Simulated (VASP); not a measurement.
# AgCl: convergence, relaxation of the atoms

AgCl, molecule in box, 2 atoms in the cell. PBE; PAW potentials Cl, Ag (PBE set). VASP 6.6.1.

Wanted: energy within 2 meV/atom; shortest distances from each atom, periodic images included within 0.005 Å.

What the run is for: geometry; Accuracy asked: standard.

POSCAR:
```
AgCl
1.0
   11.0000000000      0.0000000000      0.0000000000
    0.0000000000     10.0000000000      0.0000000000
    0.0000000000      0.0000000000     10.0000000000
Cl Ag
1 1
Direct
    0.5892260000      0.4824890000      0.5548650000
    0.4136410000      0.5349580000      0.4536300000
```

The series start from Plane-wave cutoff (eV): 340; Ionic threshold (EDIFFG): -0.01; Precision mode (PREC): Accurate; Relaxation algorithm: IBRION=2; Electronic steps between moves: NELMIN=4 ALGO=Normal. Each series keeps the choices made before it, and each single choice may use up half of a tolerance.

## Plane-wave cutoff (eV)

| Plane-wave cutoff (eV) | Energy less reference (meV/atom) | Shortest distances from each atom, periodic images included, largest deviation (Å) | SCF iterations | Time (s) |
|---|---|---|---|---|
| 230 | 19.7 | 0.0003 | 53 | 54 |
| 260 | 2.0 | 0.0004 | 53 | 65 |
| 300 | -1.1 | 0.0010 | 54 | 80 |
| 340 | 0.2 | 0.0006 | 52 | 88 |
| 420 | 0.2 | 0.0001 | 52 | 145 |
| 520 (reference) | 0.0 | 0.0000 | 53 | 206 |

Chosen: 340, the loosest value from which every tighter one stays within half of the tolerance.

## Ionic threshold (EDIFFG)

| Ionic threshold (EDIFFG) | Energy less reference (meV/atom) | Shortest distances from each atom, periodic images included, largest deviation (Å) | Time (s) |
|---|---|---|---|
| -0.1 | 0.0 | 0.0035 | 71 |
| -0.05 | 0.0 | 0.0035 | 70 |
| -0.02 | 0.0 | 0.0000 | 79 |
| -0.01 | 0.0 | 0.0000 | 88 |
| -0.005 (reference) | 0.0 | 0.0000 | 84 |
| -0.002 | no result | no result | 726 |

Chosen: -0.02, the loosest value from which every tighter one stays within half of the tolerance (runs without a result left aside).

## Precision mode (PREC)

| Precision mode (PREC) | Energy less reference (meV/atom) | Shortest distances from each atom, periodic images included, largest deviation (Å) | SCF iterations | Time (s) |
|---|---|---|---|---|
| Normal | 0.0 | 0.0002 | 52 | 54 |
| Accurate (reference) | 0.0 | 0.0000 | 52 | 79 |

Chosen: Normal.

## Relaxation algorithm

| Relaxation algorithm | Energy less reference (meV/atom) | Shortest distances from each atom, periodic images included, largest deviation (Å) | Time (s) |
|---|---|---|---|
| IBRION=2 | 0.0 | 0.0000 | 54 |
| IBRION=2 POTIM=0.2 | 0.0 | 0.0011 | 66 |
| IBRION=2 POTIM=0.8 | 0.0 | 0.0001 | 64 |
| IBRION=1 | 0.0 | 0.0003 | 50 |
| IBRION=1 POTIM=0.2 | 0.0 | 0.0002 | 66 |
| IBRION=1 POTIM=0.3 NFREE=3 | 0.0 | 0.0013 | 60 |
| IBRION=3 POTIM=0.2 SMASS=0.4 | 0.0 | 0.0017 | 107 |
| IBRION=3 POTIM=0.3 | 0.0 | 0.0025 | 129 |

Chosen: IBRION=2; no other choice that stays within half of the tolerance saves 30 % of the time.

## Electronic steps between moves

| Electronic steps between moves | Energy less reference (meV/atom) | Shortest distances from each atom, periodic images included, largest deviation (Å) | SCF iterations | Time (s) |
|---|---|---|---|---|
| NELMIN=4 ALGO=Normal | 0.0 | 0.0000 | 52 | 54 |
| ALGO=Normal | 0.0 | 0.0000 | 52 | 50 |
| NELMIN=4 MAXMIX=40 ALGO=Normal | 0.0 | 0.0000 | 53 | 48 |
| NELMIN=4 ALGO=Fast | 0.0 | 0.0000 | 60 | 51 |
| NELMIN=4 MAXMIX=40 ALGO=Fast | 0.0 | 0.0000 | 54 | 44 |

Chosen: NELMIN=4 ALGO=Normal.

## All choices together

| Input | Energy less reference (meV/atom) | Shortest distances from each atom, periodic images included, largest deviation (Å) | Time (s) |
|---|---|---|---|
| the program's defaults (naive) | 9.4 | 0.0005 | 12 |
| chosen settings | 0.2 | 0.0004 | 54 |
| reference settings throughout | 0.0 | 0.0000 | 203 |

The tolerance is met.

Values of the reference run: Shortest distances from each atom, periodic images included: 2.285, 9.107, 9.197, 9.723, 2.285, 9.107, 9.197, 9.723 Å.

## The input

INCAR:
```
SYSTEM = AgCl
GGA = PE
ISMEAR = 0
SIGMA = 0.03
LWAVE = .False.
LCHARG = .False.
ISIF = 0
NSW = 120
PREC = Normal
LASPH = .True.
LREAL = .False.
ALGO = Normal
EDIFF = 1E-7
NELM = 120
GGA_COMPAT = .False.
IBRION = 2
EDIFFG = -0.02
NELMIN = 4
ENCUT = 340
EFERMI = MIDGAP
NELMDL = -8
```

KPOINTS:
```
k-points
0
Gamma
  1 1 1
```

Commands:
```
cat potpaw_PBE.64/Cl/POTCAR potpaw_PBE.64/Ag/POTCAR > POTCAR
mpirun -np 1 vasp_gam > vasp.out
```

The chosen input took VASP 6.6.1 54 s on 1 core (Intel Xeon Platinum 8259CL @ 2.50GHz (Skylake/Cascade Lake)), a shared host.

## An input that fails: force threshold below the noise of the forces

It gives no converged result.

Changes against the starting input:
```
- NSW = 120
- PREC = Accurate
- EDIFF = 1e-07
- NELM = 120
- EDIFFG = -0.01
- NELMIN = 4
+ NSW = 30
+ PREC = Low
+ EDIFF = 0.001
+ NELM = 62
+ EDIFFG = -0.0001
```
